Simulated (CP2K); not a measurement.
Worked example: self-consistent single point of a (111) slab of Li2O (cut from a parent of space group no. 225; 6 atoms in the cell) in CP2K

Method of the run: LDA (Pade form), GPW, DZVP-MOLOPT-SR-GTH basis, GTH-PADE potentials (GTH_POTENTIALS) run with CP2K.

This input was run:

```
&GLOBAL
  PROJECT bulk
  RUN_TYPE ENERGY_FORCE
  PRINT_LEVEL LOW
&END GLOBAL
&FORCE_EVAL
  METHOD Quickstep
  STRESS_TENSOR ANALYTICAL
  &DFT
    BASIS_SET_FILE_NAME BASIS_MOLOPT
    POTENTIAL_FILE_NAME GTH_POTENTIALS
    &QS
      METHOD GPW
      EPS_DEFAULT 1E-10
    &END QS
    &MGRID
      CUTOFF 450
      REL_CUTOFF 50
      NGRIDS 4
    &END MGRID
    &SCF
      SCF_GUESS ATOMIC
      EPS_SCF 1E-7
      MAX_SCF 100
      ADDED_MOS 5
      &DIAGONALIZATION
        ALGORITHM STANDARD
      &END DIAGONALIZATION
      &MIXING
        METHOD BROYDEN_MIXING
        ALPHA 0.4
        NBUFFER 10
        BETA 1
      &END MIXING
      &SMEAR ON
        METHOD FERMI_DIRAC
        ELECTRONIC_TEMPERATURE [K] 232.09
      &END SMEAR
    &END SCF
    &KPOINTS
      SCHEME MONKHORST-PACK 4 4 1
      GAMMA_CENTERED T
    &END KPOINTS
    &XC
      &XC_FUNCTIONAL PADE
      &END XC_FUNCTIONAL
    &END XC
    &PRINT
      &MO
        EIGENVALUES T
        OCCUPATION_NUMBERS T
        NDIGITS 8
        FILENAME mo
        &EACH
          QS_SCF 0
        &END EACH
        ADD_LAST NUMERIC
      &END MO
      &MULLIKEN OFF
      &END MULLIKEN
    &END PRINT
  &END DFT
  &SUBSYS
    &CELL
      A 3.25049900 0.00000000 0.00000000
      B 1.62525000 2.81501500 0.00000000
      C 0.00000000 0.00000000 17.98101400
      PERIODIC XYZ
    &END CELL
    &COORD
      SCALED
      Li       0.33333300     0.33333300     0.38930000
      Li       0.00000000     0.00000000     0.46309900
      Li       0.66666700     0.66666700     0.53690100
      Li       0.33333300     0.33333300     0.61070000
      O        0.66666700     0.66666700     0.42620000
      O        1.00000000     0.00000000     0.57380000
    &END COORD
    &KIND Li
      BASIS_SET DZVP-MOLOPT-SR-GTH-q3
      POTENTIAL GTH-PADE-q3
    &END KIND
    &KIND O
      BASIS_SET DZVP-MOLOPT-SR-GTH-q6
      POTENTIAL GTH-PADE-q6
    &END KIND
  &END SUBSYS
  &PRINT
    &FORCES ON
    &END FORCES
    &STRESS_TENSOR ON
    &END STRESS_TENSOR
  &END PRINT
&END FORCE_EVAL
```

Output (repeated stretches shortened):

```
 GLOBAL| Method name                                                        CP2K
 GLOBAL| Project name                                                       bulk
 GLOBAL| Run type                                                   ENERGY_FORCE

 TOTAL NUMBERS AND MAXIMUM NUMBERS

  Total number of            - Atomic kinds:                                   2
                             - Atoms:                                          6
                             - Shell sets:                                     6
                             - Shells:                                        26
                             - Primitive Cartesian functions:                 30
                             - Cartesian basis functions:                     52
                             - Spherical basis functions:                     50

  Maximum angular momentum of- Orbital basis functions:                        2
                             - Local part of the GTH pseudopotential:          6
                             - Non-local part of the GTH pseudopotential:      0

 SCF PARAMETERS         Density guess:                                    ATOMIC
                        max_scf:                                             100
                        max_diis:                                              4
                        eps_scf:                                        1.00E-07
                        eps_diis:                                       1.00E-01
                        eps_eigval:                                     1.00E-05
                        level_shift [a.u.]:                             0.000000
                        added MOs                                         5    0
                        Mixing method:                            BROYDEN_MIXING
                                                charge density mixing in g-space
                        Smear method:                                FERMI_DIRAC
                        Electronic temperature [K]:                        232.1
                        Electronic temperature [a.u.]:                  7.35E-04
                        Accuracy threshold:                             1.00E-10
                        No outer SCF

 Extrapolation method: initial_guess

 Number of electrons:                                                         24
 Number of occupied orbitals:                                                 12
 Number of molecular orbitals:                                                17

 Number of orbital functions:                                                 50
 Number of independent orbital functions:                                     50

 SCF WAVEFUNCTION OPTIMIZATION

  Step     Update method      Time    Convergence         Total energy    Change
     1 NoMix/Diag. 0.40E+00      -     1.74365619       -62.0484556228 -6.20E+01
     2 Broy./Diag. 0.40E+00      -     0.26737627       -58.5360810934  3.51E+00
     3 Broy./Diag. 0.40E+00      -     0.04304909       -61.4724272733 -2.94E+00
     4 Broy./Diag. 0.40E+00      -     0.02646804       -61.4008809719  7.15E-02
     5 Broy./Diag. 0.40E+00      -     0.01737742       -61.5193826619 -1.19E-01
     6 Broy./Diag. 0.40E+00      -     0.04319734       -61.7112765978 -1.92E-01
     7 Broy./Diag. 0.40E+00      -     0.01455616       -61.7063568986  4.92E-03
   [... 16 lines left out ...]
    24 Broy./Diag. 0.40E+00      -     0.00000026       -61.7473750188 -5.98E-07
    25 Broy./Diag. 0.40E+00      -     0.00000012       -61.7473744331  5.86E-07
    26 Broy./Diag. 0.40E+00      -     0.00000019       -61.7473742462  1.87E-07
    27 Broy./Diag. 0.40E+00      -     0.00000016       -61.7473743494 -1.03E-07
    28 Broy./Diag. 0.40E+00      -     0.00000005       -61.7473742936  5.58E-08

  *** SCF run converged in    28 steps ***

  Electronic density on regular grids:        -23.9999999973        0.0000000027
  Core density on regular grids:               23.9999999975       -0.0000000025
  Total charge density on r-space grids:        0.0000000002
  Total charge density g-space grids:           0.0000000002

  Overlap energy of the core charge distribution:               0.00000000000039
  Self energy of the core charge distribution:               -107.41241651600114
  Core Hamiltonian energy:                                     24.89009427686047
  Hartree energy:                                              34.81174416242312
  Exchange-correlation energy:                                -14.03679621692608
  Electronic entropic energy:                                  -0.00000000000000
  Fermi energy:                                                -0.02882514011082

  Total energy:                                               -61.74737429364325
  Total energy (extrapolated to T->0):                        -61.74737429364325

 ENERGY| Total FORCE_EVAL ( QS ) energy [hartree]            -61.747374262381477

 FORCES| Atomic forces [hartree/bohr]
 FORCES|   Atom     x               y               z               |f|
 FORCES|      1  1.79315188E-07  1.10961188E-07  3.24977028E-03   3.24977029E-03
 FORCES|      2  5.69277752E-08  3.20658734E-08  4.76164060E-04   4.76164065E-04
 FORCES|      3 -1.79825594E-07 -1.03020963E-07 -4.76183863E-04   4.76183908E-04
 FORCES|      4  1.49415785E-07  7.88315762E-08 -3.24976698E-03   3.24976698E-03
 FORCES|      5  3.90751860E-07  2.23889978E-07 -3.15087602E-04   3.15087924E-04
 FORCES|      6 -3.19225709E-09 -1.29179481E-10  3.15107107E-04   3.15107107E-04
 FORCES| Sum     5.93392758E-07  3.42598474E-07  3.00489802E-09
 FORCES| Total atomic force                                       6.85199028E-07

 STRESS| Analytical stress tensor [bar]
 STRESS|                        x                   y                   z
 STRESS|      x       -3.26104311903E+04   2.16913856964E+00   2.22221019863E-02
 STRESS|      y        2.16913856964E+00  -3.26130292056E+04   8.12840340421E-04
 STRESS|      z        2.22221019863E-02   8.12840340421E-04  -7.04655756776E+03
 STRESS| 1/3 Trace                                            -2.40900059879E+04
```

The run converged in 28 iterations.

The starting cell has typed, rounded lattice constants, without a prior relaxation at this level. The slab is cut from that crystal, and its faces are unrelaxed. Its lattice was rescaled by up to half a per cent. Spin polarisation is off, though cut faces can carry moments; a gap of a slab can lie between surface states. Values carry the incompleteness of an atom-centred basis.

Cost on one core of a shared machine: roughly 80 s.
